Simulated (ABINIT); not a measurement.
Runs of ABINIT 10.8.3 (patched build) on Al2Au. The structure is cubic, space group Fm-3m (No. 225). The conventional cell has a = 6.000 Å, b = 6.000 Å, c = 6.000 Å, α = 90.00°, β = 90.00°, γ = 90.00°. Au (site symmetry m-3m) has 8 Al at 2.60 Å as nearest neighbours. Around Al (site symmetry -43m) lie 4 Au at 2.60 Å. 

```tsv
task	level	potentials or basis	cell	gap on the mesh (eV)	pressure (GPa)	V0 of scaled cells (Å³/atom)	B0 (GPa)
single point	PBE	JTH PAW PBE v2.0	as given	none	3.1	-	-
equation of state	LDA	JTH PAW LDA v2.0	as given	-	-	17.56	(b)
equation of state	PBEsol	JTH PAW PBE v2.0	as given	-	-	18.03	(a)
single point	PBE	JTH PAW PBE v2.0	atoms moved at random, drawn with an rms of 0.05 Å	none	3.2	-	-
equation of state	PBE	JTH PAW PBE v2.0	as given	-	-	18.52	104
```

Alike in all rows: no spin polarisation; k mesh 8 × 8 × 8; cutoff (eV) 544; smearing fermi-dirac 0.05 eV.

Question: Estimate the missing entries.

Answer: (a) 114; (b) 121.

Caveats: pressures at fixed basis lie under the slope of the energies (some runs); the PAW data sets were made with another functional, which shifts forces and pressure a little (some runs).

A k mesh can miss the band edges, and the runs leave out spin-orbit coupling on Au.

A gap of «none» marks a metal or a gap under the smearing width.
